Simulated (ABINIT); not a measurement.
MoS2 in ABINIT: the effect of potentials

The system is MoS2.

```xyz
6
Lattice="3.1690 0.0000 0.0000 -1.5845 2.7444 0.0000 0.0000 0.0000 12.3240" Properties=species:S:1:pos:R:3 pbc="T T T"
Mo    1.5845    0.9148    9.2430
Mo    0.0000    1.8296    3.0810
S     1.5845    0.9148    4.6461
S     0.0000    1.8296   10.8081
S     1.5845    0.9148    1.5159
S     0.0000    1.8296    7.6779
```

Alike in all runs:

```yaml
Program: ABINIT 10.8.3 (patched build)
Task: single point
Functional: PBEsol
k_mesh: 10 × 10 × 3
Occupations: fermi-dirac, width 0.05 eV
Spin: no spin polarisation
```

| potentials | cutoff | gap on the mesh (eV) | pressure (GPa) | largest force (eV/Å) |
| --- | --- | --- | --- | --- |
| PseudoDojo NC SR PBEsol v0.4.1 standard | 1088 eV | 0.89 | -2.9 | 0.30 |
| PseudoDojo NC SR PBEsol v0.4 stringent | 1088 eV | 0.89 | -2.9 | 0.30 |
| JTH PAW PBE v2.0 | 544 eV | ? | ? | ? |

What does the run with potentials JTH PAW PBE v2.0 give?

gap on the mesh 0.88 eV; pressure -2.7 GPa; largest force 0.28 eV/Å.

Caveats: an odd mesh through Γ misses points on the zone boundary, where band edges often lie; this functional lacks dispersion, which binds the layers, so the pressure and a relaxed spacing across them are unreliable; the PAW data sets were made with another functional, which shifts forces and pressure a little (some runs).
